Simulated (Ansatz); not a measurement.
# SiNi (P2_13), random displacements

Theory: DFT PBEsol, scalar-relativistic, plane waves, PAW in Ansatz. Settings: plane waves to 420 eV, k-mesh 10×10×10 (Γ-centred), Gaussian smearing 0.15 eV. No spin polarisation. A magnetic state may lie lower. Energies are free energies at this smearing, counted from the undisturbed cell; pressure is positive in compression.

Reference structure (relaxed at this level; this form isn't the usual structure):

```xyz
8
Lattice="4.4680 0.0000 0.0000 0.0000 4.4680 0.0000 0.0000 0.0000 4.4680" Properties=species:S:1:pos:R:3 pbc="T T T"
Si    3.7820    3.7820    3.7820
Si    2.9200    0.6860    1.5480
Si    1.5480    2.9200    0.6860
Si    0.6860    1.5480    2.9200
Ni    0.6657    0.6657    0.6657
Ni    1.5683    3.8023    2.8997
Ni    2.8997    1.5683    3.8023
Ni    3.8023    2.8997    1.5683
```

The atoms are displaced (Å, in the unstrained cell):

| atom | ux | uy | uz |
| --- | --- | --- | --- |
| Si1 | 0.401 | 0.524 | 0.383 |
| Si2 | -0.183 | 0.144 | 0.270 |
| Si3 | 0.133 | -0.029 | -0.014 |
| Si4 | -0.243 | -0.470 | 0.152 |
| Ni5 | 0.326 | -0.047 | -0.548 |
| Ni6 | -0.174 | -0.493 | 0.026 |
| Ni7 | 0.047 | 0.265 | 0.062 |
| Ni8 | -0.307 | 0.107 | -0.332 |

Strain (Voigt, engineering shear): (-0.0071, 0.0060, -0.0181, 0.0417, -0.0347, -0.0149).

Problem. What are the energy change, the stress and the forces?

Solution. ΔE = 2213.3 meV/atom; stress (xx, yy, zz, yz, xz, xy; compression positive) (96.64, 58.05, 89.06, -23.72, 28.24, 38.24) GPa.
| atom | Fx (eV/Å) | Fy | Fz |
| --- | --- | --- | --- |
| Si1 | -28.02 | -23.50 | 0.40 |
| Si2 | 0.41 | -1.19 | 0.06 |
| Si3 | -6.29 | 0.08 | -0.13 |
| Si4 | 1.06 | 15.74 | -26.77 |
| Ni5 | 26.43 | 8.42 | 24.01 |
| Ni6 | -1.02 | 1.08 | -1.66 |
| Ni7 | 1.41 | -1.26 | -1.65 |
| Ni8 | 6.01 | 0.64 | 5.74 |

Cost: 1 run of about 2.8 core-minutes, on Oxide Virtual Turin-like Processor (Zen 5) (shared hosts).